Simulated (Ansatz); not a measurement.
A series in volume scale on Sn

All results are calculated (Ansatz 0.2.0). Periodic Kohn-Sham DFT of a crystal at fixed atoms, scaled to volume_scale times the given cell; pressure positive in compression, energy less spherical unpolarised free atoms, largest_vzz the field gradient of largest size among the nuclei.

The cell before it is scaled or strained (space group Fd-3m, No. 227):
```
cell vectors (Å)
   0.0000     3.2456     3.2456
   3.2456     0.0000     3.2456
   3.2456     3.2456     0.0000
atoms (fractions of the cell vectors)
Sn  0.50000  0.50000  0.50000
Sn  0.75000  0.75000  0.75000
```

Settings of every row: method all-electron PAW; functional PBE; relativity scalar; k mesh 9x9x9; filling fermi-dirac; smearing width 0.03 eV; nucleus gaussian.

Atom start moment: 0 on all atoms.

```
row  volume scale  V (Å³/atom)  pressure (GPa)
  1          0.94       32.138           6.807
  2          0.96       32.821           5.469
  3          0.98       33.505           4.269
  4          0.99       33.847           3.716
  5          1.01       34.531               ?
  6          1.02       34.873           2.234
  7          1.04       35.556            1.38
```

Question: what pressure should row 5 give?

Worked fit of pressure. Take u = (V_r/V)^(2/3) − 1 with V_r = 33.676 Å³ an atom, which is twice the finite (Eulerian) strain; such expansions in the strain, on which the Birch-Murnaghan equation of state is built, carry the rest volume and the bulk modulus. The shown rows have u = 0.03165, 0.01729, 0.0034, -0.00337, -0.02302, -0.03557. Least squares give pressure = 3.9885 + 81.568 × u + 234.07 × u² + 74 × u³ GPa; a parabola predicts inner rows, each left out in turn, worse (root mean square 0.00091 against 0.00049 GPa). All shown rows lie on it to the printed digit. The withheld row has u = -0.01658, so the fit gives 3.9885 + 81.568 × (-0.01658) + 234.07 × (-0.01658)² + 74 × (-0.01658)³ = 2.700 GPa.

The calculation gave 2.7 GPa. The fit meets it to the printed digit.
